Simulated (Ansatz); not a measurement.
# Calculated 17O NMR of the central transition for BaTiO3

Cell: a measured structure from the Crystallography Open Database (COD) whose atoms were relaxed with PBE, the cell held.

```yaml
crystal:
  lattice:
    - [4.00600, 0.00000, 0.00000]
    - [0.00000, 4.00600, 0.00000]
    - [0.00000, 0.00000, 4.00600]
  atoms:
    - { symbol: Ba, position: [0.50000, 0.50000, 0.50000] }
    - { symbol: Ti, position: [0.00000, 0.00000, 0.00000] }
    - { symbol: O, position: [0.50000, 0.00000, 0.00000] }
    - { symbol: O, position: [0.00000, 0.50000, 0.00000] }
    - { symbol: O, position: [0.00000, 0.00000, 0.50000] }
```

Atom numbers follow the list; atoms alike are taken as one site, whose name carries the number of the first.

Method: Kohn–Sham DFT in Ansatz, PBEsol, plane waves and PAW, scalar-relativistic, 420 eV cutoff, Γ-centred 8×8×8 k-points, Fermi–Dirac smearing 0.02 eV.

17O has I = 5/2 and Q = -25.58 mb (Pyykkö 2018); at 9.4 T its Larmor frequency is ν₀ = 54.3 MHz. Only the quadrupole interaction is simulated: positions count from each site's isotropic chemical shift, and J coupling is left out, as are shift anisotropy and dipolar coupling, which fast spinning averages.

**Question.** Simulate the second-order pattern (fast magic-angle spinning, Gaussian broadening 0.02 kHz) of site O (2 Ti at 2.00 Å, angle 180°; also 4 Ba at 2.83 Å).

**Answer.** The calculation gives C_Q = -1.48 MHz and η = 0.00, so ν_Q = 0.223 MHz and the centre of gravity lies at -4.48 ppm (-0.243 kHz).

(offset (kHz), height): (-0.6327, 0), (-0.6141, 1), (-0.5954, 4), (-0.5768, 5), (-0.5582, 5), (-0.5395, 5), (-0.5209, 5), (-0.5023, 5), (-0.4836, 5), (-0.4650, 6), (-0.4464, 6), (-0.4278, 6), (-0.4091, 7), (-0.3905, 32), (-0.3719, 78), (-0.3532, 54), (-0.3346, 43), (-0.3160, 38), (-0.2973, 36), (-0.2787, 35), (-0.2601, 34), (-0.2414, 34), (-0.2228, 34), (-0.2042, 35), (-0.1855, 37), (-0.1669, 40), (-0.1483, 44), (-0.1297, 52), (-0.1110, 72), (-0.0924, 100), (-0.0738, 24), (-0.0551, 0)

An axis of threefold or higher order runs through O, so V_zz lies along it and η is zero.

At this cell the principal stresses reach 5 GPa in size with PBEsol, which can matter for small gradients. This high-symmetry form of BaTiO3 is unstable when cold, to polar off-centring of Ti. The symmetry of the cell holds that distortion back, wholly or in part, and it would change the field gradients, the more the larger the distortion.

The run took 6.9 s of wall time (6.9 s of CPU time) and 0.45 GiB at its peak, on 1 thread of Arm Neoverse V1 (aarch64; 8 cores open to the job, memory cap 3.0 GiB, no GPU), a shared host with a load of 0.7 a core.
